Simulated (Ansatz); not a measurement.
ZnSiP2 and the effect of the functional

Space group I-42d (No. 122). a = 5.373 Å, b = 5.373 Å, c = 10.460 Å, α = 90.00°, β = 90.00°, γ = 90.00°
```tsv
atom	site	symmetry	x	y	z
Zn	4a	-4..	0.0000	0.5000	0.2500
P	8d	.2.	0.2500	0.7673	0.3750
Si	4b	-4..	0.5000	0.0000	0.2500
```

Kept alike: task equation of state; k mesh 7 × 7 × 7; occupations fermi-dirac, width 0.05 eV; no spin polarisation. Program: Ansatz, Ansatz PAW. Cutoffs run from 420 to 500 eV. The mesh is that of the run's cell of 8 atoms. No spin-orbit coupling.

| run | volume (Å³/atom) | bulk modulus (GPa) |
| --- | --- | --- |
| A | 18.735 | 93.9 |
| B | 18.921 | 95.4 |
| C | 18.308 | 99.0 |

Volume and modulus come from cells scaled at fixed shape and fractions; off cubic symmetry such a modulus can lie above the relaxed one. All rows use potentials made for PBE.

Q: The runs differ in the functional (and the cutoff that goes with it) alone: LDA; PBEsol; r2SCAN. Which run is which?

A: Run A is PBEsol; run B is r2SCAN; run C is LDA. The volume runs from 18.308 (LDA) to 18.921 Å³/atom (r2SCAN). The bulk modulus runs from 93.9 (PBEsol) to 99.0 GPa (LDA).
